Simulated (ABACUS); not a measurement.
A run of ABACUS 3.10.1:

Contents of INPUT:

```
INPUT_PARAMETERS
suffix              Ge
calculation         nscf
basis_type          pw
pseudo_dir          ./
symmetry            -1
dft_functional      GGA_X_RPBE+GGA_C_PBE
ecutwfc             79.0
pseudo_rcut         10
nspin               1
nbands              24
ks_solver           dav
smearing_method     fd
smearing_sigma      0.00367493
scf_thr             1e-08
scf_nmax            100
mixing_type         broyden
mixing_beta         0.7
init_chg            file
pw_diag_thr         1e-07
out_band            1
kpar                4
```

Contents of STRU:

```
ATOMIC_SPECIES
Ge 72.6300 Ge.upf

LATTICE_CONSTANT
1.8897261246

LATTICE_VECTORS
-2.5744897190 2.5744897190 1.3974126432
2.5744897190 -2.5744897190 1.3974126432
2.5744897190 2.5744897190 -1.3974126432

ATOMIC_POSITIONS
Cartesian

Ge
0.0
2
0.0000000000 0.0000000000 1.3974126432 1 1 1
2.5744897190 0.0000000000 0.6987063216 1 1 1
```

File KPT:

```
K_POINTS
11
Line
0.00000000 0.00000000 0.00000000 10 // G
0.00000000 0.00000000 0.50000000 10 // X
-0.50000000 0.50000000 0.50000000 10 // M
0.00000000 0.00000000 0.00000000 10 // G
0.32365581 0.32365581 -0.32365581 10 // Z
0.25000000 0.25000000 0.25000000 10 // P
0.00000000 0.50000000 0.00000000 10 // N
-0.32365581 0.67634419 0.32365581 10 // Z1
-0.50000000 0.50000000 0.50000000 1 // M
0.00000000 0.00000000 0.50000000 10 // X
0.25000000 0.25000000 0.25000000 1 // P
```

Potentials or basis: PseudoDojo NC SR 0.5 PBE standard, plane waves.

Run with:

```bash
$ OMP_NUM_THREADS=1 mpirun -np 4 abacus > log
```

Hardware: 4 MPI ranks on AMD EPYC 9R45 96-Core Processor (Zen 5), with other jobs on the host.

Question: Estimate the wall time of this run.

Answer: It took 4.2 s on 4 MPI ranks on AMD EPYC 9R45 96-Core Processor (Zen 5), with other jobs on the host, peak memory 0.4 GiB a rank. Counts: scf iterations 1, k points 92, bands 24, ranks 4.
